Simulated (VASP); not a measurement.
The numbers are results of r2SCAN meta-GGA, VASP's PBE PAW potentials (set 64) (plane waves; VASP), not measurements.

VASP input:

**INCAR**
```
SYSTEM  =  CsI
PREC  =  Accurate; ENCUT  =  400; LREAL  =  F
LASPH  =  T
EDIFF  =  1E-6; NELM  =  100; ALGO  =  Normal
LMAXMIX  =  4; LMIXTAU  =  T
ISMEAR  =  0; SIGMA  =  0.05
METAGGA  =  R2SCAN
IBRION  =  2; NSW  =  60; ISIF  =  3
EDIFFG  =  -0.01
LWAVE  =  F; LCHARG  =  F
```

KPOINTS:
```
Automatic mesh
0
Gamma
5 5 5
0 0 0
```

### POSCAR
```
CsI
1
    4.5700000000     0.0000000000     0.0000000000
    0.0000000000     4.5700000000     0.0000000000
    0.0000000000     0.0000000000     4.5700000000
Cs I
1 1
Direct
  0.0000000000   0.0000000000   0.0000000000
  0.5000000000   0.5000000000   0.5000000000
```

POTCAR, in this order: Cs_sv I (PBE.64 set). Program: vasp_std.

The run wrote:

**OSZICAR**
```
       N       E                     dE             d eps       ncg     rms          rms(c)
DAV:   1     0.324828994222E+02    0.32483E+02   -0.51999E+03   240   0.901E+02
DAV:   2    -0.497563381881E+02   -0.82239E+02   -0.78149E+02   360   0.155E+02
DAV:   3    -0.562161454071E+02   -0.64598E+01   -0.64405E+01   300   0.492E+01
DAV:   4    -0.562972624235E+02   -0.81117E-01   -0.81092E-01   280   0.704E+00
DAV:   5    -0.562981578519E+02   -0.89543E-03   -0.89540E-03   304   0.776E-01    0.210E+00
DAV:   6    -0.537150936084E+02    0.25831E+01   -0.43407E-01   256   0.560E+00    0.204E+00
DAV:   7    -0.526180105953E+02    0.10971E+01   -0.42783E-01   248   0.482E+00    0.716E-01
DAV:   8    -0.530781902965E+02   -0.46018E+00   -0.28165E-01   240   0.556E+00    0.389E-01
DAV:   9    -0.529786748816E+02    0.99515E-01   -0.20801E-01   240   0.434E+00    0.271E-01
DAV:  10    -0.530055115979E+02   -0.26837E-01   -0.19595E-01   240   0.447E+00    0.326E-01
DAV:  11    -0.530591251151E+02   -0.53614E-01   -0.18526E-02   252   0.153E+00    0.155E-01
DAV:  12    -0.531149565721E+02   -0.55831E-01   -0.50987E-02   240   0.272E+00    0.125E-01
DAV:  13    -0.531152180282E+02   -0.26146E-03   -0.79757E-04   296   0.282E-01    0.666E-02
DAV:  14    -0.531176614868E+02   -0.24435E-02   -0.51473E-03   244   0.756E-01    0.301E-02
DAV:  15    -0.531181364297E+02   -0.47494E-03   -0.18200E-04   276   0.151E-01    0.864E-03
DAV:  16    -0.531185204507E+02   -0.38402E-03   -0.10657E-04   252   0.127E-01    0.746E-03
DAV:  17    -0.531185949342E+02   -0.74484E-04   -0.56964E-05   260   0.797E-02    0.586E-03
DAV:  18    -0.531186013347E+02   -0.64005E-05   -0.27647E-06   284   0.222E-02    0.247E-03
DAV:  19    -0.531186003663E+02    0.96837E-06   -0.11782E-06   192   0.116E-02
   1 F= -.53118600E+02 E0= -.53118600E+02  d E =-.531186E+02
       N       E                     dE             d eps       ncg     rms          rms(c)
DAV:   1    -0.531360575852E+02   -0.17456E-01   -0.37244E-01   244   0.360E+00    0.637E-01
DAV:   2    -0.531247623555E+02    0.11295E-01   -0.16569E-02   240   0.896E-01    0.300E-01
DAV:   3    -0.531207384365E+02    0.40239E-02   -0.13736E-02   240   0.742E-01    0.169E-01
DAV:   4    -0.531208683236E+02   -0.12989E-03   -0.19389E-04   268   0.116E-01    0.189E-01
DAV:   5    -0.531210376776E+02   -0.16935E-03   -0.12748E-04   240   0.116E-01    0.212E-01
DAV:   6    -0.531206929346E+02    0.34474E-03   -0.58225E-04   240   0.255E-01    0.534E-01
DAV:   7    -0.531209317774E+02   -0.23884E-03   -0.17173E-03   240   0.353E-01    0.785E-01
DAV:   8    -0.531209652343E+02   -0.33457E-04   -0.57317E-04   240   0.300E-01    0.322E-01
DAV:   9    -0.531210123203E+02   -0.47086E-04   -0.13312E-04   240   0.138E-01    0.817E-02
DAV:  10    -0.531210452093E+02   -0.32889E-04   -0.21448E-05   248   0.490E-02    0.667E-02
DAV:  11    -0.531210435880E+02    0.16213E-05   -0.50178E-06   248   0.250E-02    0.522E-02
DAV:  12    -0.531210436130E+02   -0.24983E-07   -0.18568E-06   252   0.134E-02
   2 F= -.53121044E+02 E0= -.53121044E+02  d E =-.244325E-02
       N       E                     dE             d eps       ncg     rms          rms(c)
DAV:   1    -0.531292168949E+02   -0.81733E-02   -0.18876E-01   244   0.256E+00    0.457E-01
DAV:   2    -0.531234587934E+02    0.57581E-02   -0.83358E-03   240   0.633E-01    0.215E-01
DAV:   3    -0.531214196585E+02    0.20391E-02   -0.70505E-03   240   0.528E-01    0.121E-01
DAV:   4    -0.531214755429E+02   -0.55884E-04   -0.98097E-05   268   0.815E-02    0.136E-01
DAV:   5    -0.531215534285E+02   -0.77886E-04   -0.80329E-05   240   0.913E-02    0.152E-01
DAV:   6    -0.531214111568E+02    0.14227E-03   -0.27229E-04   240   0.178E-01    0.339E-01
DAV:   7    -0.531212606677E+02    0.15049E-03   -0.10306E-03   248   0.297E-01    0.797E-01
DAV:   8    -0.531214463060E+02   -0.18564E-03   -0.85442E-04   248   0.373E-01    0.266E-01
DAV:   9    -0.531215096670E+02   -0.63361E-04   -0.16706E-04   240   0.161E-01    0.533E-02
DAV:  10    -0.531215464180E+02   -0.36751E-04   -0.24580E-05   240   0.586E-02    0.616E-02
DAV:  11    -0.531215460807E+02    0.33729E-06   -0.26471E-06   224   0.187E-02
   3 F= -.53121546E+02 E0= -.53121546E+02  d E =-.294571E-02
```

**OUTCAR**
```
------------------------ aborting loop because EDIFF is reached ----------------------------------------
  FORCE on cell =-STRESS in cart. coord.  units (eV):
  Direction    XX          YY          ZZ          XY          YZ          ZX
  --------------------------------------------------------------------------------------
  Total        0.0035820      0.0035820      0.0035820      0.0000000      0.0000000      0.0000000
  in kB        0.0585051      0.0585051      0.0585051      0.0000000      0.0000000      0.0000000
  external PRESSURE =       0.0585051 kB  Pullay stress =       0.0000000 kB
  volume of cell :       98.09
      direct lattice vectors                 reciprocal lattice vectors
     4.611901406  0.000000000  0.000000000     0.216830308  0.000000000  0.000000000
     0.000000000  4.611901406  0.000000000     0.000000000  0.216830308  0.000000000
    -0.000000000  0.000000000  4.611901406     0.000000000  0.000000000  0.216830308
 POSITION                                       TOTAL-FORCE (eV/Angst)
 -----------------------------------------------------------------------------------
      0.00000      0.00000      0.00000        -0.000000      0.000000      0.000000
      2.30595      2.30595      2.30595         0.000000      0.000000      0.000000
 -----------------------------------------------------------------------------------
    total drift:                                0.000000     -0.000000     -0.000000
  FREE ENERGIE OF THE ION-ELECTRON SYSTEM (eV)
  ---------------------------------------------------
  free  energy   TOTEN  =       -53.1215460807 eV

  energy  without entropy=      -53.1215460807  energy(sigma->0) =      -53.12154608

 reached required accuracy - stopping structural energy minimisation
```
(Selected blocks of OUTCAR.)

CONTCAR:
```
CsI
   1.00000000000000
     4.6119014055058969    0.0000000000000000    0.0000000000000000
     0.0000000000000000    4.6119014055058969    0.0000000000000000
    -0.0000000000000000    0.0000000000000000    4.6119014055058969
  Cs              I
     1     1
Direct
     0.0000000000000000    0.0000000000000000    0.0000000000000000
     0.5000000000000000    0.5000000000000000    0.5000000000000000
```

Energy and stress use the plane-wave basis of the starting cell.

The compound is CsI in the CsCl type structure. This run relaxes it. Symmetry was kept, so distortions that lower it aren't found.
